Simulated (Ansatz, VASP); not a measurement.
# One calculation of SnTe3, two programs

```
CELL_PARAMETERS angstrom
4.84677 0.00000 0.00000
0.00000 4.84677 0.00000
0.00000 0.00000 4.79695
ATOMIC_POSITIONS crystal
Sn 0.00000 0.00000 0.00000
Te 0.00000 0.50000 0.50000
Te 0.50000 0.00000 0.50000
Te 0.50000 0.50000 0.00000
```

Alike in both runs: task single point; functional PBE; k mesh 4 × 4 × 4; occupations gaussian, width 0.1 eV; no spin polarisation.

```csv
,VASP,Ansatz
version,VASP 6.6.1,Ansatz 0.2.0
potentials or method,"VASP PAW PBE potentials, release 64 (Sn_d, Te)","scalar-relativistic, plane waves, PAW"
plane-wave cutoff (eV),520,420
valence electrons in the cell,32,62
```

|  | VASP | Ansatz | Ansatz less VASP |
| --- | --- | --- | --- |
| gap on the k mesh at the Fermi level (eV) | none | none | - |
| pressure (GPa) | 2.1 | 2.2 | +0.06 |
| largest component of the traceless stress (GPa) | 0.80 | 0.80 | -0.002 |

A gap of «none» marks a metal or a gap that the smearing closes. The two sets of potentials don't hold the same shells in valence.

The runs have no spin-orbit coupling, so splittings on Te are missing.
